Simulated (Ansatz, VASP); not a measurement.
**GaN: VASP beside Ansatz**

File INCAR:

```
SYSTEM = GaN
PREC     = Accurate       ! precision mode
ENCUT    = 520            ! plane-wave cutoff, eV
EDIFF    = 1E-6           ! SCF threshold, eV
ISMEAR   = -1             ! smearing method
SIGMA    = 0.02           ! smearing width, eV
LREAL    = .False.        ! projectors in reciprocal space
LASPH    = .True.         ! aspherical terms in the spheres
NELM     = 60             ! most SCF steps
ALGO     = Fast           ! electronic algorithm
ISIF     = 2              ! what is computed and relaxed
LWAVE    = .False.        ! write WAVECAR
LCHARG   = .True.         ! write CHGCAR
GGA      = PE             ! functional
LELF     = .True.         ! ELF
LVHAR    = .True.       
NBANDS   = 16             ! bands
```

Contents of KPOINTS:

```
Automatic mesh
0
Gamma
  10 10 10
  0 0 0
```

Contents of POSCAR:

```
GaN
1.0
    0.0000000000      2.2489525415      2.2763897625
    2.2489525415      0.0000000000      2.2763897625
    2.2489525415      2.2489525415      0.0000000000
Ga N
1 1
Direct
    0.0000000000      0.0000000000      0.0000000000
    0.2500000000      0.2500000000      0.2500000000
```

Input for Ansatz:

```yaml
crystal:
  lattice:
    - [0.0, 2.2489525415, 2.2763897625]
    - [2.2489525415, 0.0, 2.2763897625]
    - [2.2489525415, 2.2489525415, 0.0]
  atoms:
    - { symbol: Ga, position: [0.0, 0.0, 0.0] }
    - { symbol: "N", position: [0.25, 0.25, 0.25] }
kpoints:
  mp_grid: { grid: [10, 10, 10] }
  band_path:
    path:
      - [0.0, 0.0, 0.0]
      - [-0.5, -0.5, 0.0]
      - [-0.375, -0.375, 0.25]
      - [-0.375, 0.0, 0.375]
      - [0.0, 0.0, 0.5]
      - [-0.5, -0.25, 0.25]
    npoints: 1
hamiltonian:
  xc: pbe
scf:
  occupations: { method: fermi_dirac, width: 0.02 }
  n_extra_bands: 4
output:
  forces: true
  stress: true
  eigenvalues: true
```

Change from the starting cell: uniaxial_z strain +1.2%.

Alike in both runs: task single point; functional PBE; k mesh 10 × 10 × 10; occupations fermi-dirac, width 0.02 eV; no spin polarisation.

```csv
,VASP,Ansatz
version,VASP 6.6.1,Ansatz 0.2.0
potentials or method,"VASP PAW PBE potentials, release 64 (Ga_d, N)","plane waves, PAW"
plane-wave cutoff (eV),520,420
valence electrons in the cell,18,18
```

Ansatz gave:

```
gap on the k mesh at the Fermi level (eV)       : 1.66
pressure (GPa)                                  : 3.9
largest component of the traceless stress (GPa) : 1.00
```

Task: What did VASP give for the same quantities?

Result: gap on the k mesh at the Fermi level (eV): 1.67; pressure (GPa): 3.8; largest component of the traceless stress (GPa): 1.01.
